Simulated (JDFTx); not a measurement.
## BaTe under changes of volume

One of the cells (40.445 Å³/atom); the others are scaled copies at fixed shape and fractional positions:

```
CELL_PARAMETERS angstrom
0.00000 3.43258 3.43258
3.43258 0.00000 3.43258
3.43258 3.43258 0.00000
ATOMIC_POSITIONS crystal
Ba 0.00000 0.00000 0.00000
Te 0.50000 0.50000 0.50000
```

```yaml
Program: JDFTx 1.7.0 (patched build)
Functional: r2SCAN
Potentials_or_basis: SG15-PBE-1.2 with smoothed tails
Cutoff: 1088 eV
Density_cutoff: 8708 eV
k_mesh: 5 × 5 × 5
Occupations: fermi-dirac, width 0.05 eV
Spin: no spin polarisation
```

```tsv
volume (Å³/atom)	energy over the lowest point (meV/atom)	pressure (GPa)	gap on the mesh (eV)
37.273	107.82	6.7	1.84
38.859	52.69	4.4	1.94
39.652	?	?	?
40.445	18.08	2.6	2.02
41.238	7.17	1.8	2.06
42.031	0.00	1.1	2.10
```

Problem. What does the run at 39.652 Å³/atom give?

Solution. Energy over the lowest point 33.11 meV/atom; pressure 3.5 GPa; gap on the mesh 1.98 eV.

Worked out: A Birch-Murnaghan fit of order 3 (a polynomial in V^(-2/3)) to the other rows has no minimum within the range. It gives 33.09 meV/atom at 39.652 Å³/atom, against the run's 33.11, and -dE/dV = 3.5 GPa, against 3.5. A straight line through the other rows of the gap, of slope 2.14 eV per unit of ln V, gives 1.98 eV, against the run's 1.98.

Energies are extrapolated to zero smearing.

Caveats: the potentials were made for another functional, which shifts forces and pressure; spin-orbit coupling is left out, which moves the levels of the heavy elements; an odd mesh through Γ misses points on the zone boundary, where band edges often lie.
